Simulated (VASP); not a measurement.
# TePb (Fm-3m) in VASP: a series of runs

The runs below take TePb through single point, relaxation of cell and atoms, with PBE+D3(BJ).

Everything below comes from runs of VASP 6.6.1. Logs are shortened: lines on timing, memory, paths and dates and some standing lists are left out, and cuts for length are marked.

**What was measured.**

From a printed reference work, monograph, for a bulk crystal of TePb at 4.2 K: band gap 0.19 eV (direct).

The runs below are set against these values where they give the same quantity.

### Step 1. The cell of the first run

Symmetry: Fm-3m, No. 225, cubic system. Conventional cell: a = 6.472 Å, b = 6.472 Å, c = 6.472 Å, α = 90.00°, β = 90.00°, γ = 90.00°. Te (site symmetry m-3m) has 6 Pb at 3.24 Å within 4.3 Å. Pb (site symmetry m-3m) has 6 Te at 3.24 Å within 4.3 Å.

### Step 2. Single point, PBE+D3(BJ)

INCAR

```
ALGO = Normal
EDIFF = 1E-6
ENCUT = 520
GGA = PE
ISIF = 2
ISMEAR = 0
IVDW = 12
LASPH = T
LCHARG = F
LREAL = F
LWAVE = F
NBANDS = 17
NELM = 80
PREC = Accurate
SIGMA = 0.02
```

KPOINTS

```
k-points
0
Gamma
  6 6 6
```

POSCAR

```
TePb
1.0
    0.0000000000      3.2361611225      3.2361611225
    3.2361611225      0.0000000000      3.2361611225
    3.2361611225      3.2361611225      0.0000000000
Te Pb
1 1
Direct
    0.5000000000      0.5000000000      0.5000000000
    0.0000000000      0.0000000000      0.0000000000
```

Potentials or basis: VASP PAW PBE potentials, release 64 (Te, Pb_d).

Launch:

```
$ cat potpaw_PBE.64/Te/POTCAR potpaw_PBE.64/Pb_d/POTCAR > POTCAR
$ mpirun -np 1 vasp_std > vasp.out
```

OUTCAR:

```text
EDIFF = 1E-6
   ENCUT = 520
   GGA = PE
   ISIF = 2
   ISMEAR = 0
   IVDW = 12
   LASPH = T
   LREAL = F
   NELM = 80
   PREC = Accurate
 IVDW          = 12

 ion  position               nearest neighbor table
   1  0.500  0.500  0.500-   2 3.24   2 3.24   2 3.24   2 3.24   2 3.24   2 3.24
   2  0.000  0.000  0.000-   1 3.24   1 3.24   1 3.24   1 3.24   1 3.24   1 3.24

  LATTYP: Found a face centered cubic cell.
 ALAT       =     6.4723222450

  Lattice vectors:

 A1 = (   0.0000000000,   3.2361611225,   3.2361611225)
 A2 = (   3.2361611225,   0.0000000000,   3.2361611225)
 A3 = (   3.2361611225,   3.2361611225,   0.0000000000)

Analysis of symmetry for initial positions (statically):
=====================================================================
 Subroutine PRICEL returns:
 Original cell was already a primitive cell.

 Routine SETGRP: Setting up the symmetry group for a
 face centered cubic supercell.

 Subroutine GETGRP returns: Found 48 space group operations
 (whereof 48 operations were pure point group operations)
 out of a pool of 48 trial point group operations.

The static configuration has the point symmetry O_h .

Analysis of symmetry for dynamics (positions and initial velocities):
=====================================================================
 Subroutine PRICEL returns:
 Original cell was already a primitive cell.

 Routine SETGRP: Setting up the symmetry group for a
 face centered cubic supercell.

 Subroutine GETGRP returns: Found 48 space group operations
 (whereof 48 operations were pure point group operations)
 out of a pool of 48 trial point group operations.

The dynamic configuration has the point symmetry O_h .

 Subroutine INISYM returns: Found 48 space group operations
 (whereof 48 operations are pure point group operations),
 and found     1 'primitive' translations

----------------------------------------------------------------------------------------

                                     Primitive cell

  volume of cell :      67.7829

  direct lattice vectors                    reciprocal lattice vectors
     0.000000000  3.236161122  3.236161122    -0.154504050  0.154504050  0.154504050
     3.236161122  0.000000000  3.236161122     0.154504050 -0.154504050  0.154504050
     3.236161122  3.236161122  0.000000000     0.154504050  0.154504050 -0.154504050

  length of vectors
     4.576622949  4.576622949  4.576622949     0.267608865  0.267608865  0.267608865

  position of ions in fractional coordinates (direct lattice)
     0.500000000  0.500000000  0.500000000
     0.000000000  0.000000000  0.000000000

  ion indices of the primitive-cell ions
   primitive index   ion index
                 1           1
                 2           2

----------------------------------------------------------------------------------------

 KPOINTS: k-points

Automatic generation of k-mesh.
 Grid dimensions read from file:
 generate k-points for:    6    6    6

 Generating k-lattice:

  Cartesian coordinates                     Fractional coordinates (reciprocal lattice)
    -0.025750675  0.025750675  0.025750675     0.166666667  0.000000000  0.000000000
     0.025750675 -0.025750675  0.025750675     0.000000000  0.166666667  0.000000000
     0.025750675  0.025750675 -0.025750675     0.000000000  0.000000000  0.166666667

  Length of vectors
     0.044601477  0.044601477  0.044601477

  Shift w.r.t. Gamma in fractional coordinates (k-lattice)
     0.000000000  0.000000000  0.000000000

 Subroutine IBZKPT returns following result:
 ===========================================

 Found     16 irreducible k-points:

 Following reciprocal coordinates:
            Coordinates               Weight
  0.000000  0.000000  0.000000      1.000000
  0.166667  0.000000  0.000000      8.000000
  0.333333  0.000000  0.000000      8.000000
  0.500000  0.000000  0.000000      4.000000
  0.166667  0.166667  0.000000      6.000000
  0.333333  0.166667  0.000000     24.000000
[... 8 lines left out ...]
 -0.333333  0.333333  0.166667     24.000000
 -0.333333  0.500000  0.166667     12.000000
   k-points           NKPTS =     16   k-points in BZ     NKDIM =     16   number of bands    NBANDS=     17
   number of dos      NEDOS =    301   number of ions     NIONS =      2
   total plane-waves  NPLWV =  46656
   dimension x,y,z NGX =    36 NGY =   36 NGZ =   36
   dimension x,y,z NGXF=    72 NGYF=   72 NGZF=   72
   ions per type =               1   1
   NGX,Y,Z   is equivalent  to a cutoff of  13.08, 13.08, 13.08 a.u.
   NGXF,Y,Z  is equivalent  to a cutoff of  26.15, 26.15, 26.15 a.u.
 SYSTEM =  unknown system
   PREC   = accura    normal or accurate (medium, high low for compatibility)
   ISTART =      0    job   : 0-new  1-cont  2-samecut
   ICHARG =      2    charge: 1-file 2-atom 10-const
   ISPIN  =      1    spin polarized calculation?
   LNONCOLLINEAR =      F non collinear calculations
   LSORBIT =      F    spin-orbit coupling
   LASPH  =      T    aspherical Exc in radial PAW
   ENCUT  =  520.0 eV  38.22 Ry    6.18 a.u.   8.51  8.51  8.51*2*pi/ulx,y,z
   NELM   =     80;   NELMIN=  2; NELMDL= -5     # of ELM steps
   EDIFF  = 0.1E-05   stopping-criterion for ELM
   LREAL  =      F    real-space projection
   EDIFFG = 0.1E-04   stopping-criterion for IOM
   NSW    =      0    number of steps for IOM
   IBRION =     -1    ionic relax: 0-MD 1-quasi-New 2-CG
   NFREE  =      0    steps in history (QN), initial steepest desc. (CG)
   ISIF   =      2    stress and relaxation
   ISYM   =      2    0-nonsym 1-usesym 2-fastsym
   POTIM  = 0.5000    time-step for ionic-motion
   TEBEG  =    0.0;   TEEND  =   0.0 temperature during run
   PSTRESS=    0.0 pullay stress
   NELECT =      20.0000    total number of electrons
   NUPDOWN=      -1.0000    fix difference up-down
   EMIN   =  10.00;   EMAX   =-10.00  energy-range for DOS
   EFERMI =   0.00;   METHOD = LEGACY
   ISMEAR =     0;   SIGMA  =   0.02  broadening in eV -4-tet -1-fermi 0-gaus
   EFERMI_NEDOS =   21; number of points for ismear=-14 and -15
   IALGO  =     38    algorithm
   IMIX   =      4    mixing-type and parameters
     AMIX     =   0.40;   BMIX     =  1.00
     AMIX_MAG =   1.60;   BMIX_MAG =  1.00
  volume/ion in A,a.u.               =      33.89       228.71
  Fermi-wavevector in a.u.,A,eV,Ry     =   1.089878  2.059571 16.161474  1.187835
  Thomas-Fermi vector in A             =   2.226091
   LORBIT       =      0    0 simple, 1 ext, 2 COOP (PROOUT), +10 PAW based schemes
   GGA     = PE    functional components
   LHFCALC =     F    Hartree Fock is set to
   AEXX    =    0.0000 exact exchange contribution
   IVDW    =    12    specifies the selected vdW correction
   LEPSILON=     F    determine dielectric tensor
   LRPA    =     F    only Hartree local field effects (RPA)
 non-spin polarized calculation
 Gauss-broadening in eV      SIGMA  =   0.02
  energy-cutoff  :      520.00
  volume of cell :       67.78
 maximum number of plane-waves:      1853
 NGX is ok and might be reduce to    36
   NGX = 17   NGY = 17   NGZ = 17

 number of electron      20.0000003 magnetization

 Free energy of the ion-electron system (eV)
  ---------------------------------------------------
  ext. energy  EPLUGINS =         0.00000000
  ---------------------------------------------------
  free energy    TOTEN  =        -7.50618364 eV

  energy without entropy =       -7.50618364  energy(sigma->0) =       -7.50618364

 E-fermi :   5.6578     XC(G=0):  -9.2793

 val. band max:        5.5623632286   @ k =   0.5000   0.0000   0.0000
 cond. band min:       6.3075861748   @ k =   0.5000   0.0000   0.0000
 fundamental gap:      0.7452229462
 Fermi energy:         5.6577622489

 k-point     1 :       0.0000    0.0000    0.0000
  band No.  band energies     occupation
      1     -11.1517      2.00000
      2     -11.1517      2.00000
      3     -11.1428      2.00000
      4     -11.1428      2.00000
      5     -11.1428      2.00000
      6      -6.4164      2.00000
[... 9 lines left out ...]
     16      11.3697      0.00000
     17      12.9445      0.00000

 k-point     2 :       0.1667    0.0000    0.0000
  band No.  band energies     occupation
      1     -11.1549      2.00000
      2     -11.1549      2.00000
      3     -11.1421      2.00000
      4     -11.1390      2.00000
      5     -11.1390      2.00000
      6      -6.1816      2.00000
[... 9 lines left out ...]
     16      11.8748      0.00000
     17      14.5607      0.00000

 k-point     3 :       0.3333    0.0000    0.0000
  band No.  band energies     occupation
      1     -11.1624      2.00000
      2     -11.1624      2.00000
      3     -11.1410      2.00000
      4     -11.1303      2.00000
      5     -11.1303      2.00000
      6      -5.5411      2.00000
[... 9 lines left out ...]
     16      13.2283      0.00000
     17      16.5484      0.00000

 k-point     4 :       0.5000    0.0000    0.0000
  band No.  band energies     occupation
      1     -11.1663      2.00000
      2     -11.1663      2.00000
      3     -11.1405      2.00000
      4     -11.1258      2.00000
      5     -11.1258      2.00000
      6      -4.9939      2.00000
[... 9 lines left out ...]
     16      14.8055      0.00000
     17      14.8055      0.00000
[... 183 lines left out ...]
      1     -11.1840      2.00000
      2     -11.1535      2.00000
      3     -11.1427      2.00000
      4     -11.1277      2.00000
      5     -11.1244      2.00000
      6      -5.0782      2.00000
[... 9 lines left out ...]
     16      14.6254      0.00000
     17      15.1109      0.00000

 k-point    15 :      -0.3333    0.3333    0.1667
  band No.  band energies     occupation
      1     -11.1871      2.00000
      2     -11.1562      2.00000
      3     -11.1358      2.00000
      4     -11.1334      2.00000
      5     -11.1207      2.00000
      6      -4.7029      2.00000
[... 9 lines left out ...]
     16      15.8202      0.00000
     17      15.9996      0.00000

 k-point    16 :      -0.3333    0.5000    0.1667
  band No.  band energies     occupation
      1     -11.1996      2.00000
      2     -11.1492      2.00000
      3     -11.1441      2.00000
      4     -11.1266      2.00000
      5     -11.1173      2.00000
      6      -4.6380      2.00000
[... 9 lines left out ...]
     16      16.2597      0.00000
     17      17.0812      0.00000

------------------------ aborting loop because EDIFF is reached ----------------------------------------

 Edisp (eV)   -0.80068

 E8    (eV) :    -0.3879

  FORCE on cell =-STRESS in cart. coord.  units (eV):
  Direction    XX          YY          ZZ          XY          YZ          ZX
  --------------------------------------------------------------------------------------
  -------------------------------------------------------------------------------------
  Total      -0.04597    -0.04597    -0.04597     0.00000     0.00000     0.00000
  in kB      -1.08658    -1.08658    -1.08658     0.00000     0.00000     0.00000
  external pressure =       -1.09 kB  Pullay stress =        0.00 kB

 VOLUME and BASIS-vectors are now :
 -----------------------------------------------------------------------------
  energy-cutoff  :      520.00
  volume of cell :       67.78
      direct lattice vectors                 reciprocal lattice vectors
     0.000000000  3.236161122  3.236161122    -0.154504050  0.154504050  0.154504050
     3.236161122  0.000000000  3.236161122     0.154504050 -0.154504050  0.154504050
     3.236161122  3.236161122  0.000000000     0.154504050  0.154504050 -0.154504050

 POSITION                                       TOTAL-FORCE (eV/Angst)
 -----------------------------------------------------------------------------------
      3.23616      3.23616      3.23616         0.000000      0.000000      0.000000
      0.00000      0.00000      0.00000        -0.000000     -0.000000     -0.000000
 -----------------------------------------------------------------------------------
    total drift:                               -0.000000      0.000000      0.000000

  FREE ENERGIE OF THE ION-ELECTRON SYSTEM (eV)
  ---------------------------------------------------
  free  energy   TOTEN  =        -8.3068661166 eV

  energy  without entropy=       -8.3068661166  energy(sigma->0) =       -8.30686612
```

It took 28 s on 1 thread of AMD EPYC 7R43 (Zen 3), shared host; peak memory 0.18 GiB.

Results:

- Free energy: -8.3069 eV
- Pressure: -0.1 GPa
- Band gap on the k mesh: 0.75 eV
- Dispersion energy per atom: -0.400 eV

Levels at points of the mesh, in eV from the valence-band top:
```tsv
k point	band 7	band 8	band 9	band 10	band 11	band 12	band 13	band 14
(0.00, 0.00, 0.00)	-5.61	-1.33	-1.33	-1.33	4.07	4.07	4.07	5.81
(0.50, 0.00, 0.00)	-8.56	-0.87	-0.87	0.00	0.75	1.28	1.28	8.39
(0.50, 0.50, 0.00)	-7.29	-4.46	-2.77	-2.77	3.31	5.46	5.46	6.68
```

Caveat: spin-orbit coupling is left out, which moves the levels of the heavy elements.

### Step 3. Relaxation of cell and atoms, PBE+D3(BJ)

This run uses another cell than the first one, of 33.73 Å³/atom.

INCAR

```
SYSTEM = TePb
PREC = Accurate ; ENCUT = 600
EDIFF = 1E-7 ; ISMEAR = 0
SIGMA = 0.02 ; LREAL = .False.
LASPH = .True. ; NELM = 100
ALGO = Normal ; ISIF = 3
LWAVE = .False. ; LCHARG = .False.
GGA = PE ; IVDW = 12
IBRION = 2 ; NSW = 90
EDIFFG = -0.02
```

KPOINTS

```
Automatic mesh
0
Gamma
  6 6 6
  0 0 0
```

POSCAR

```
TePb
1.0
    0.0000000000      3.2310000000      3.2310000000
    3.2310000000      0.0000000000      3.2310000000
    3.2310000000      3.2310000000      0.0000000000
Te Pb
1 1
Direct
    0.5000000000      0.5000000000      0.5000000000
    0.0000000000      0.0000000000      0.0000000000
```

Potentials or basis: VASP PAW PBE potentials, release 64 (Te, Pb_d).

Launch:

```
$ cat potpaw_PBE.64/Te/POTCAR potpaw_PBE.64/Pb_d/POTCAR > POTCAR
$ mpirun -np 1 vasp_std > vasp.out
```

Wall time 45 s (1 thread of AMD EPYC 7R43 (Zen 3), shared host); peak memory 0.21 GiB.

It converged, with:

```yaml
Free_energy: -8.3069 eV
Relaxed_volume: 33.88 Å³/atom
Relaxed_cell: a = 4.576 Å, b = 4.576 Å, c = 4.576 Å, α = 60.00°, β = 60.00°, γ = 60.00°
Space_group_after_relaxing_to_0.1_Å: Fm-3m (No. 225)
Energy_gained_by_relaxing: 0.0 meV/atom
Ionic_steps: 2
Pressure_after_relaxing: -0.1 GPa
Band_gap_on_the_k_mesh: 0.74 eV
Dispersion_energy_per_atom: -0.400 eV
```

Final structure:
```
CELL_PARAMETERS angstrom
0.00000 3.23587 3.23587
3.23587 0.00000 3.23587
3.23587 3.23587 0.00000
ATOMIC_POSITIONS crystal
Te 0.50000 0.50000 0.50000
Pb 0.00000 0.00000 0.00000
```

Levels at points of the mesh, in eV from the valence-band top:
```csv
k point,band 8,band 9,band 10,band 11,band 12,band 13
"(0.00, 0.00, 0.00)",-1.33,-1.33,-1.33,4.07,4.07,4.07
"(0.50, 0.00, 0.00)",-0.87,-0.87,0.00,0.74,1.28,1.28
"(0.50, 0.50, 0.00)",-4.46,-2.77,-2.77,3.31,5.46,5.46
```

Caveat: spin-orbit coupling is left out, which moves the levels of the heavy elements. Zero-point motion and thermal expansion aren't in these numbers.

### Step 4. Against experiment

Step 2. A measured gap of TePb is 0.19 eV (direct; 4.2 K; a printed reference work, monograph); the calculated 0.75 eV misses it by +0.56 eV. Spin-orbit coupling on Pb, Te is left out. The value is that of PBE+D3(BJ) on a finite k mesh, which can miss the band edges, without temperature or zero-point motion.
